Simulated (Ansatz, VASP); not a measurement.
Given: the input of a run of Ansatz 0.2.0 on NiO. 

The input input.yaml:

```yaml
crystal:
  lattice:
    - [0.0, 2.0859016414, 2.0859016414]
    - [2.0859016414, 0.0, 2.0859016414]
    - [2.0859016414, 2.0859016414, 0.0]
  atoms:
    - { symbol: Ni, position: [0.0, 0.0, 0.0], spin: 1.0 }
    - { symbol: O, position: [0.5, 0.5, 0.5] }
hamiltonian:
  xc: revpbe
  pseudopotentials: { kind: paw }
  dispersion: d4
magnetization:
  spin_polarized: true
kpoints:
  mp_grid: { grid: [11, 11, 11] }
scf:
  occupations: { method: fermi_dirac, width: 0.05 }
output:
  forces: true
  stress: true
relax:
  f_tol: 0.01
  max_steps: 40
  cell: { stress_tol: 0.05 }
```

Potentials or basis: Ansatz PAW.

Run with:

```bash
$ ansatz run input.yaml --threads 2 --pin off --max-ram 5632MiB --backend cpu --events-out ev --progress --plain --runs-dir out
```

Task: Translate it to VASP 6.6.1. Potentials or basis there: PBE PAW files Ni, O, 600 eV.

Result: As run (cutoffs and basis follow the program's own potentials, and thresholds, step limits or extra output files can differ):

Contents of INCAR:

```
PREC     = Accurate       # precision mode
ENCUT    = 600            # plane-wave cutoff, eV
EDIFF    = 1E-6           # SCF threshold, eV
ISMEAR   = -1             # smearing method
SIGMA    = 0.05           # smearing width, eV
LREAL    = F              # projectors in reciprocal space
LASPH    = T              # aspherical terms in the spheres
NELM     = 120            # most SCF steps
ALGO     = Fast           # electronic algorithm
ISIF     = 3              # what is computed and relaxed
LWAVE    = F              # write WAVECAR
LCHARG   = F              # write CHGCAR
ISPIN    = 2              # spin polarisation
MAGMOM   = 1 0            # initial moments
LORBIT   = 11             # projections on sites
LMAXMIX  = 4              # l up to which the mixer works
GGA      = RE             # functional
IVDW     = 13             # dispersion correction
IBRION   = 2              # ionic algorithm
NSW      = 40             # ionic steps
EDIFFG   = -0.005         # ionic threshold
```

File KPOINTS:

```
regular mesh
0
Gamma
  11 11 11
```

File POSCAR:

```
NiO
1.0
    0.0000000000      2.0859016414      2.0859016414
    2.0859016414      0.0000000000      2.0859016414
    2.0859016414      2.0859016414      0.0000000000
Ni O
1 1
Direct
    0.0000000000      0.0000000000      0.0000000000
    0.5000000000      0.5000000000      0.5000000000
```

Potentials or basis: VASP PAW PBE potentials, release 64 (Ni, O).

Run with:

```console
$ cat potpaw_PBE.64/Ni/POTCAR potpaw_PBE.64/O/POTCAR > POTCAR
$ mpirun -np 1 vasp_std > vasp.out
```

Both were run:

|  | Ansatz | VASP |
| --- | --- | --- |
| Relaxed volume | 9.19 Å³/atom | 9.16 Å³/atom |
| Relaxed cell | a = 2.962 Å, b = 2.962 Å, c = 2.962 Å, α = 60.00°, β = 60.00°, γ = 60.00° | a = 2.959 Å, b = 2.959 Å, c = 2.959 Å, α = 60.00°, β = 60.00°, γ = 60.00° |
| Space group after relaxing | Fm-3m (No. 225) | Fm-3m (No. 225) |
| Pressure after relaxing | 0.0 GPa | 0.0 GPa |
| Net moment | 1.83 μB per cell | 1.80 μB per cell |

Ansatz's pressure holds a Pulay term of +0.70 GPa for its cutoff of 420 eV, which the other run lacks.

The potentials hold 24 and 16 valence electrons a cell.

Ansatz's potentials were made for PBE. VASP's potentials were made for PBE.

Where Ansatz's input types no cutoff or centring, it takes its own default and a Γ-centred mesh.

The magnetic state is the one that the start led to; the real crystal's order can differ.

Pressure is positive in compression.
